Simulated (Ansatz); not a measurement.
Computed with Ansatz on PBE0-D4/def2-TZVP structures; ΔE is electronic, products minus reactants. CBS: MP2 limit from def2 TZ/QZ plus the TZ coupled-cluster correction, frozen cores. This one scheme is used for every species. Functionals use def2-TZVPP. Each species was taken in one conformer, which may not be the lowest.

Reaction (hydrogenolysis of a C–C bond): `FC(F)C(F)C(F)(F)F` + H₂ → `FCC(F)F` + `FC(F)F`

CCSD(T)/CBS gives -64.3 kJ/mol.

(1) Another level gave -60.2 kJ/mol. Which?
A. B97M-V/def2-TZVPP
B. LDA (SPW92)/def2-TZVPP
C. SCS-MP2/def2-TZVPP
D. r2SCAN-D4/def2-TZVPP

Largest T1 diagnostic among the species: 0.012.

## Answers

(1) A. B97M-V -60.2, SCS-MP2/def2-TZVPP -69.7, LDA (SPW92) -48.3, r2SCAN-D4 -55.9 kJ/mol.

In def2-TZVPP, CCSD(T) changes the Hartree–Fock value by +26.7 kJ/mol (the triples alone add +5.6 kJ/mol) and MP2 by +26.3 kJ/mol. Leaving LDA and LC-ωPBE aside and taking each functional with its dispersion term where it has one, the values, not all of them listed here, spread over 17.8 kJ/mol, from B2PLYP to r2SCAN-D4. LDA lies +21.0 kJ/mol from PBE without D4.

CCSD(T)/CBS has its own doubt, a few kJ/mol and more with outer-core shells, so smaller differences from it don't rank the levels.
